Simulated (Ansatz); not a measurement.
Consider the silylene formation by 1,1-elimination: `OCC[SiH2]O` → `OCCO` + `[SiH2]`.

Computed with Ansatz on PBE0-D4/def2-TZVP structures; ΔE is electronic, products minus reactants. CBS: MP2 limit from def2 TZ/QZ plus the TZ coupled-cluster correction, frozen cores. This one scheme is used for every species. DFT in def2-TZVPP. B3LYP here is the variant with VWN-RPA as its local correlation; programs differ in this. One conformer a species, not always the lowest.

(1) Is it downhill or uphill in electronic energy at CCSD(T)/CBS, and by how much? (An estimate is asked.)

(2) What do these levels give: PBE-D4, r2SCAN-D4, B3LYP-D4, ωB97X-V, ωB97M-V, B2PLYP, PBE0, B3LYP, MP2/def2-TZVPP, CCSD/def2-TZVPP, SCS-MP2/def2-QZVPP, HF/CBS(def2)? (Best estimate.)

Largest T1 diagnostic among the species: 0.014.

Results:

(1) Ansatz gave: Uphill: ΔE = +412.4 kJ/mol.

(2) Ansatz gave: PBE-D4 400.3, r2SCAN-D4 428.3, B3LYP-D4 402.1, ωB97X-V 414.7, ωB97M-V 405.6, B2PLYP 404.4, PBE0 404.9, B3LYP 386.4, MP2/def2-TZVPP 431.5, CCSD/def2-TZVPP 398.2, SCS-MP2/def2-QZVPP 421.2, HF/CBS(def2) 389.9 kJ/mol.

The D4 term adds +15.6 kJ/mol with B3LYP and +8.5 kJ/mol with PBE0; it sums over pairs of atoms, weighted by their polarisabilities, and B3LYP, whose exchange is more repulsive, gets the larger term. From PBE to PBE0 (25 % exact exchange), in def2-TZVPP and without D4, ΔE moves by +14.3 kJ/mol.
